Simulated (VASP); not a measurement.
# KCl (Fm-3m) in VASP: further runs, part 2 of 3

VASP 6.6.1. Earlier steps stand in the parts before.

## Step 3: Electric field gradients, PBEsol

This run uses another cell than the first one, of 31.44 Å³/atom.

File INCAR:

```
SYSTEM = KCl
PREC = Accurate
ENCUT = 520
EDIFF = 1E-8
ISMEAR = -1
SIGMA = 0.03
LREAL = .FALSE.
LASPH = .TRUE.
NELM = 100
ALGO = Normal
ISIF = 2
LWAVE = .FALSE.
LCHARG = .FALSE.
GGA = PS
LEFG = .TRUE.
NBANDS = 15
```

File KPOINTS:

```
regular mesh
0
G
  7 7 7
  0 0 0
```

File POSCAR:

```
KCl
1.0
    0.0000000000      3.1561000000      3.1561000000
    3.1561000000      0.0000000000      3.1561000000
    3.1561000000      3.1561000000      0.0000000000
K Cl
1 1
Direct
    0.0000000000      0.0000000000      0.0000000000
    0.5000000000      0.5000000000      0.5000000000
```

Potentials or basis: VASP PAW PBE potentials, release 64 (K_sv, Cl).

On the command line:

```sh
cat potpaw_PBE.64/K_sv/POTCAR potpaw_PBE.64/Cl/POTCAR > POTCAR
mpirun -np 1 vasp_std > vasp.out
```

OUTCAR:

```text
SYSTEM = KCl
   PREC = Accurate
   ENCUT = 520
   EDIFF = 1E-8
   ISMEAR = -1
   LREAL = .FALSE.
   LASPH = .TRUE.
   NELM = 100
   ISIF = 2
   GGA = PS

 ion  position               nearest neighbor table
   1  0.000  0.000  0.000-   2 3.16   2 3.16   2 3.16   2 3.16   2 3.16   2 3.16
   2  0.500  0.500  0.500-   1 3.16   1 3.16   1 3.16   1 3.16   1 3.16   1 3.16

  LATTYP: Found a face centered cubic cell.
 ALAT       =     6.3122000000

  Lattice vectors:

 A1 = (   0.0000000000,   3.1561000000,   3.1561000000)
 A2 = (   3.1561000000,   0.0000000000,   3.1561000000)
 A3 = (   3.1561000000,   3.1561000000,   0.0000000000)

Analysis of symmetry for initial positions (statically):
=====================================================================
 Subroutine PRICEL returns:
 Original cell was already a primitive cell.

 Routine SETGRP: Setting up the symmetry group for a
 face centered cubic supercell.

 Subroutine GETGRP returns: Found 48 space group operations
 (whereof 48 operations were pure point group operations)
 out of a pool of 48 trial point group operations.

The static configuration has the point symmetry O_h .

Analysis of symmetry for dynamics (positions and initial velocities):
=====================================================================
 Subroutine PRICEL returns:
 Original cell was already a primitive cell.

 Routine SETGRP: Setting up the symmetry group for a
 face centered cubic supercell.

 Subroutine GETGRP returns: Found 48 space group operations
 (whereof 48 operations were pure point group operations)
 out of a pool of 48 trial point group operations.

[... 498 lines left out ...]
      5     -12.4472      2.00000
      6      -2.5302      2.00000
      7      -2.4555      2.00000
      8      -2.3091      2.00000
      9       5.6500      0.00000
     10       6.3445      0.00000
     11       7.4402      0.00000
     12       7.8542      0.00000
     13       9.3818      0.00000
     14       9.4463      0.00000
     15      10.2546      0.00000

------------------------ aborting loop because EDIFF is reached ----------------------------------------

  FORCE on cell =-STRESS in cart. coord.  units (eV):
  Direction    XX          YY          ZZ          XY          YZ          ZX
  --------------------------------------------------------------------------------------
  -------------------------------------------------------------------------------------
  Total       -0.2050209     -0.2050209     -0.2050209      0.0000000     -0.0000000      0.0000000
  in kB       -5.2242804     -5.2242804     -5.2242804      0.0000000     -0.0000000      0.0000000
  external PRESSURE =      -5.2242804 kB  Pullay stress =       0.0000000 kB

 VOLUME and BASIS-vectors are now :
 -----------------------------------------------------------------------------
  energy-cutoff  :      520.00
  volume of cell :       62.88
      direct lattice vectors                 reciprocal lattice vectors
     0.000000000  3.156100000  3.156100000    -0.158423371  0.158423371  0.158423371
     3.156100000  0.000000000  3.156100000     0.158423371 -0.158423371  0.158423371
     3.156100000  3.156100000  0.000000000     0.158423371  0.158423371 -0.158423371

 POSITION                                       TOTAL-FORCE (eV/Angst)
 -----------------------------------------------------------------------------------
      0.00000      0.00000      0.00000         0.000000     -0.000000      0.000000
      3.15610      3.15610      3.15610         0.000000      0.000000     -0.000000
 -----------------------------------------------------------------------------------
    total drift:                                0.000000      0.000000      0.000000

  FREE ENERGIE OF THE ION-ELECTRON SYSTEM (eV)
  ---------------------------------------------------
  free  energy   TOTEN  =        -7.0205939894 eV

  energy  without entropy=       -7.0205939894  energy(sigma->0) =       -7.02059399

 Electric field gradients (V/A^2)
---------------------------------------------------------------------
 ion       V_xx      V_yy      V_zz      V_xy      V_xz      V_yz
---------------------------------------------------------------------
   1      -0.000    -0.000    -0.000    -0.000    -0.000    -0.000
   2      -0.000     0.000     0.000     0.000     0.000     0.000
---------------------------------------------------------------------

 Electric field gradients after diagonalization (V/A^2)
 (convention: |V_zz| > |V_xx| > |V_yy|)
----------------------------------------------------------------------
 ion       V_xx      V_yy      V_zz     asymmetry (V_yy - V_xx)/ V_zz
----------------------------------------------------------------------
   1       0.000     0.000    -0.001       0.000
   2      -0.000    -0.000     0.000       0.000
----------------------------------------------------------------------

           NMR quadrupolar parameters

 Cq : quadrupolar parameter    Cq=e*Q*V_zz/h
 eta: asymmetry parameters     (V_yy - V_xx)/ V_zz
 Q  : nuclear electric quadrupole moment in mb (millibarn)
----------------------------------------------------------------------
 ion       Cq(MHz)       eta       Q (mb)
----------------------------------------------------------------------
   1      -0.000       0.000       1.000
   2       0.000       0.000       1.000
----------------------------------------------------------------------
```

stdout:

```text
POSCAR found type information on POSCAR K Cl
 POSCAR found :  2 types and       2 ions
 scaLAPACK will be used
 -----------------------------------------------------------------------------
|                                                                             |
|                                                                             |
|     You enforced a specific xc type in the INCAR file but a different       |
|     I HOPE YOU KNOW WHAT YOU ARE DOING!                                     |
|                                                                             |
 -----------------------------------------------------------------------------

 LDA part: xc-table for (Slater+PW92), standard interpolation
 POSCAR, INCAR and KPOINTS ok, starting setup
 FFT: planning ... GRIDC
 FFT: planning ... GRID_SOFT
 FFT: planning ... GRID
 WAVECAR not read
 entering main loop
ion   1

ion   2
```

Wall time 29 s (1 thread of Intel Xeon Platinum 8259CL at 2.50GHz (Skylake/Cascade Lake), shared host); peak memory 0.2 GiB.

What came out:

```
Free energy                             : -7.0206 eV
Pressure                                : -0.5 GPa
Band gap on the k mesh                  : 4.99 eV
Largest electric field gradient by atom : under 0.05 V/Å² on every atom
```

Levels at points of the mesh, in eV from the valence-band top:
| k point | band 6 | band 7 | band 8 | band 9 | band 10 | band 11 |
| --- | --- | --- | --- | --- | --- | --- |
| (0.00, 0.00, 0.00) | 0.00 | 0.00 | 0.00 | 4.99 | 8.29 | 8.29 |

Caveat: the PAW data sets were made with another functional, which shifts forces and pressure a little; an odd mesh through Γ misses points on the zone boundary, where band edges can lie.

## Step 4: Electric field gradients, PBEsol

This run uses another cell than the first one, of 31.44 Å³/atom.

File INCAR:

```
PREC = Accurate
ENCUT = 520
EDIFF = 1E-8
ISMEAR = -1
SIGMA = 0.03
LREAL = False
LASPH = True
NELM = 80
ALGO = Normal
ISIF = 2
LWAVE = False
LCHARG = False
GGA = PS
LEFG = True
NBANDS = 15
```

File KPOINTS:

```
Automatic mesh
0
Gamma
  7 7 7
```

POSCAR is that of step 3.

Potentials or basis: VASP PAW PBE potentials, release 64 (K_sv, Cl).

On the command line:

```sh
cat potpaw_PBE.64/K_sv/POTCAR potpaw_PBE.64/Cl/POTCAR > POTCAR
mpirun -np 1 vasp_std > vasp.out
```

OUTCAR:

```text
PREC = Accurate
   ENCUT = 520
   EDIFF = 1E-8
   ISMEAR = -1
   LREAL = False
   LASPH = True
   NELM = 80
   ISIF = 2
   GGA = PS

 ion  position               nearest neighbor table
   1  0.000  0.000  0.000-   2 3.16   2 3.16   2 3.16   2 3.16   2 3.16   2 3.16
   2  0.500  0.500  0.500-   1 3.16   1 3.16   1 3.16   1 3.16   1 3.16   1 3.16

  LATTYP: Found a face centered cubic cell.
 ALAT       =     6.3122000000

  Lattice vectors:

 A1 = (   0.0000000000,   3.1561000000,   3.1561000000)
 A2 = (   3.1561000000,   0.0000000000,   3.1561000000)
 A3 = (   3.1561000000,   3.1561000000,   0.0000000000)

Analysis of symmetry for initial positions (statically):
=====================================================================
 Subroutine PRICEL returns:
 Original cell was already a primitive cell.

 Routine SETGRP: Setting up the symmetry group for a
 face centered cubic supercell.

 Subroutine GETGRP returns: Found 48 space group operations
 (whereof 48 operations were pure point group operations)
 out of a pool of 48 trial point group operations.

The static configuration has the point symmetry O_h .

Analysis of symmetry for dynamics (positions and initial velocities):
=====================================================================
 Subroutine PRICEL returns:
 Original cell was already a primitive cell.

 Routine SETGRP: Setting up the symmetry group for a
 face centered cubic supercell.

 Subroutine GETGRP returns: Found 48 space group operations
 (whereof 48 operations were pure point group operations)
 out of a pool of 48 trial point group operations.

The dynamic configuration has the point symmetry O_h .

 Subroutine INISYM returns: Found 48 space group operations
 (whereof 48 operations are pure point group operations),
 and found     1 'primitive' translations

----------------------------------------------------------------------------------------

                                     Primitive cell

  volume of cell :      62.8756

  direct lattice vectors                    reciprocal lattice vectors
     0.000000000  3.156100000  3.156100000    -0.158423371  0.158423371  0.158423371
     3.156100000  0.000000000  3.156100000     0.158423371 -0.158423371  0.158423371
     3.156100000  3.156100000  0.000000000     0.158423371  0.158423371 -0.158423371

  length of vectors
     4.463399424  4.463399424  4.463399424     0.274397327  0.274397327  0.274397327

  position of ions in fractional coordinates (direct lattice)
     0.000000000  0.000000000  0.000000000
     0.500000000  0.500000000  0.500000000

  ion indices of the primitive-cell ions
   primitive index   ion index
                 1           1
                 2           2

----------------------------------------------------------------------------------------

 KPOINTS: Automatic mesh

[... 78 lines left out ...]
   EFERMI_NEDOS =   21; number of points for ismear=-14 and -15
   IALGO  =     38    algorithm
   IMIX   =      4    mixing-type and parameters
     AMIX     =   0.40;   BMIX     =  1.00
     AMIX_MAG =   1.60;   BMIX_MAG =  1.00
  volume/ion in A,a.u.               =      31.44       212.15
  Fermi-wavevector in a.u.,A,eV,Ry     =   1.037419  1.960437 14.643101  1.076238
  Thomas-Fermi vector in A             =   2.171856
   LORBIT       =      0    0 simple, 1 ext, 2 COOP (PROOUT), +10 PAW based schemes
   GGA     = PS    functional components
   LHFCALC =     F    Hartree Fock is set to
   AEXX    =    0.0000 exact exchange contribution
   IVDW    =     0    specifies the selected vdW correction
   LEPSILON=     F    determine dielectric tensor
   LRPA    =     F    only Hartree local field effects (RPA)
 non-spin polarized calculation
  energy-cutoff  :      520.00
  volume of cell :       62.88
 maximum number of plane-waves:      1716
 NGX is ok and might be reduce to    36
   NGX = 17   NGY = 17   NGZ = 17

 number of electron      16.0000000 magnetization

 Free energy of the ion-electron system (eV)
  ---------------------------------------------------
  ext. energy  EPLUGINS =         0.00000000
  ---------------------------------------------------
  free energy    TOTEN  =        -7.02059399 eV

  energy without entropy =       -7.02059399  energy(sigma->0) =       -7.02059399

 E-fermi :  -1.2994     XC(G=0):  -7.6803

 val. band max:       -1.9413206656   @ k =   0.0000   0.0000   0.0000
 cond. band min:       3.0526646493   @ k =   0.0000   0.0000   0.0000
 fundamental gap:      4.9939853149
 Fermi energy:        -1.2994365642

 k-point     1 :       0.0000    0.0000    0.0000
  band No.  band energies     occupation
      1     -29.0082      2.00000
      2     -14.0219      2.00000
      3     -12.5343      2.00000
      4     -12.5343      2.00000
      5     -12.5343      2.00000
      6      -1.9413      2.00000
      7      -1.9413      2.00000
      8      -1.9413      2.00000
      9       3.0527      0.00000
     10       6.3500      0.00000
     11       6.3500      0.00000
     12       6.3500      0.00000
     13       7.2297      0.00000
     14       7.2297      0.00000
[... 329 lines left out ...]
      2     -14.0298      2.00000
      3     -12.6393      2.00000
      4     -12.6034      2.00000
      5     -12.4472      2.00000
      6      -2.5302      2.00000
      7      -2.4555      2.00000
      8      -2.3091      2.00000
      9       5.6500      0.00000
     10       6.3445      0.00000
     11       7.4402      0.00000
     12       7.8542      0.00000
     13       9.3818      0.00000
     14       9.4463      0.00000
     15      10.2546      0.00000

------------------------ aborting loop because EDIFF is reached ----------------------------------------

  FORCE on cell =-STRESS in cart. coord.  units (eV):
  Direction    XX          YY          ZZ          XY          YZ          ZX
  --------------------------------------------------------------------------------------
  -------------------------------------------------------------------------------------
  Total       -0.2050209     -0.2050209     -0.2050209      0.0000000     -0.0000000      0.0000000
  in kB       -5.2242804     -5.2242804     -5.2242804      0.0000000     -0.0000000      0.0000000
  external PRESSURE =      -5.2242804 kB  Pullay stress =       0.0000000 kB

 VOLUME and BASIS-vectors are now :
 -----------------------------------------------------------------------------
  energy-cutoff  :      520.00
  volume of cell :       62.88
      direct lattice vectors                 reciprocal lattice vectors
     0.000000000  3.156100000  3.156100000    -0.158423371  0.158423371  0.158423371
     3.156100000  0.000000000  3.156100000     0.158423371 -0.158423371  0.158423371
     3.156100000  3.156100000  0.000000000     0.158423371  0.158423371 -0.158423371

 POSITION                                       TOTAL-FORCE (eV/Angst)
 -----------------------------------------------------------------------------------
      0.00000      0.00000      0.00000         0.000000     -0.000000      0.000000
      3.15610      3.15610      3.15610         0.000000      0.000000     -0.000000
 -----------------------------------------------------------------------------------
    total drift:                                0.000000      0.000000      0.000000

  FREE ENERGIE OF THE ION-ELECTRON SYSTEM (eV)
  ---------------------------------------------------
  free  energy   TOTEN  =        -7.0205939894 eV

  energy  without entropy=       -7.0205939894  energy(sigma->0) =       -7.02059399

 Electric field gradients (V/A^2)
---------------------------------------------------------------------
 ion       V_xx      V_yy      V_zz      V_xy      V_xz      V_yz
---------------------------------------------------------------------
   1      -0.000    -0.000    -0.000    -0.000    -0.000    -0.000
   2      -0.000     0.000     0.000     0.000     0.000     0.000
---------------------------------------------------------------------

 Electric field gradients after diagonalization (V/A^2)
 (convention: |V_zz| > |V_xx| > |V_yy|)
----------------------------------------------------------------------
 ion       V_xx      V_yy      V_zz     asymmetry (V_yy - V_xx)/ V_zz
----------------------------------------------------------------------
   1       0.000     0.000    -0.001       0.000
   2      -0.000    -0.000     0.000       0.000
----------------------------------------------------------------------

           NMR quadrupolar parameters

 Cq : quadrupolar parameter    Cq=e*Q*V_zz/h
 eta: asymmetry parameters     (V_yy - V_xx)/ V_zz
 Q  : nuclear electric quadrupole moment in mb (millibarn)
----------------------------------------------------------------------
 ion       Cq(MHz)       eta       Q (mb)
----------------------------------------------------------------------
   1      -0.000       0.000       1.000
   2       0.000       0.000       1.000
----------------------------------------------------------------------
```

stdout:

```text
POSCAR found type information on POSCAR K Cl
 POSCAR found :  2 types and       2 ions
 scaLAPACK will be used
 -----------------------------------------------------------------------------
|                                                                             |
|                                                                             |
|     You enforced a specific xc type in the INCAR file but a different       |
|     I HOPE YOU KNOW WHAT YOU ARE DOING!                                     |
|                                                                             |
 -----------------------------------------------------------------------------

 LDA part: xc-table for (Slater+PW92), standard interpolation
 POSCAR, INCAR and KPOINTS ok, starting setup
 FFT: planning ... GRIDC
 FFT: planning ... GRID_SOFT
 FFT: planning ... GRID
 WAVECAR not read
 entering main loop
ion   1

ion   2
```

Run time: 28 s. Hardware: 1 thread of Intel Xeon Platinum 8259CL at 2.50GHz (Skylake/Cascade Lake), shared host; peak memory 0.2 GiB.

Results:

| Item | Value |
| --- | --- |
| Free energy | -7.0206 eV |
| Pressure | -0.5 GPa |
| Band gap on the k mesh | 4.99 eV |
| Largest electric field gradient by atom | under 0.05 V/Å² on every atom |

Caveat: the PAW data sets were made with another functional, which shifts forces and pressure a little; an odd mesh through Γ misses points on the zone boundary, where band edges can lie.

(Part 2 of 3 ends here.)
